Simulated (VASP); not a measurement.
Bi under changes of volume

One of the cells (31.739 Å³/atom); the others are scaled copies at fixed shape and fractional positions:

```
CELL_PARAMETERS angstrom
-1.99455 1.99455 1.99455
1.99455 -1.99455 1.99455
1.99455 1.99455 -1.99455
ATOMIC_POSITIONS crystal
Bi 0.00000 0.00000 0.00000
```

This isn't the form of Bi at room conditions, which is rhombohedral.

| Property | Result |
| --- | --- |
| Program | VASP 6.6.1 |
| Functional | r2SCAN |
| Potentials or basis | VASP PAW PBE potentials, release 64 (Bi_d) |
| Cutoff | 520 eV |
| k mesh | 9 × 9 × 9 |
| Occupations | fermi-dirac, width 0.05 eV |
| Spin | no spin polarisation |

| volume (Å³/atom) | energy over the lowest point (meV/atom) | pressure (GPa) |
| --- | --- | --- |
| 29.250 | 22.88 | 4.1 |
| 29.872 | 9.40 | 2.5 |
| 30.495 | 1.38 | 1.2 |
| 31.739 | 0.00 | -1.1 |
| 32.362 | ? | ? |
| 32.984 | 15.14 | -2.9 |

Q: What does the run at 32.362 Å³/atom give?

A: Energy over the lowest point 5.73 meV/atom; pressure -1.9 GPa.

Worked out: A Birch-Murnaghan fit of order 3 (a polynomial in V^(-2/3)) to the other rows has its minimum at 31.20 Å³/atom with B0 = V·E''(V) = 58 GPa and B' = 3.9. It gives 5.70 meV/atom at 32.362 Å³/atom, against the run's 5.73, and -dE/dV = -2.0 GPa, against -1.9.

Energies are extrapolated to zero smearing.

Caveats: the PAW data sets were made with another functional, which shifts forces and pressure a little.
